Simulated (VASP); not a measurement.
The system is Te.

```
Te
1.0
    -1.95918    1.95918    1.95918
     1.95918   -1.95918    1.95918
     1.95918    1.95918   -1.95918
Te
1
Cartesian
  0.0000 0.0000 0.0000
```

The cell was built by a generator and needn't be a form met in nature.

```yaml
Program: VASP 6.6.1
Task: relaxation of cell and atoms
Functional: PBEsol
Potentials_or_basis: VASP PAW PBE potentials, release 64 (Te)
Cutoff: 600 eV
k_mesh: 14 × 14 × 14
Occupations: methfessel-paxton, width 0.1 eV
Spin: no spin polarisation
```

At the start: pressure -5.3 GPa; volume 30.08 Å³/atom.

How do energy, volume and symmetry change on relaxing?

Over 3 steps the energy falls by 55.2 meV/atom and the volume is 27.10 Å³/atom (-9.9 %); space group Im-3m (No. 229, to 0.05 Å).

Step by step:
```tsv
step	energy change (eV)	largest force (eV/Å)	pressure (GPa)	volume (Å³)
1	0.0000	0.0000	-5.33	30.08
2	-0.0440	0.0000	3.26	25.93
3	-0.0552	0.0000	-0.02	27.10
```

Final structure:
```
Te
1.0
    -1.89210    1.89210    1.89210
     1.89210   -1.89210    1.89210
     1.89210    1.89210   -1.89210
Te
1
Direct
  0.00000 0.00000 0.00000
```

Caveat: the PAW data sets were made with another functional, which shifts forces and pressure a little.
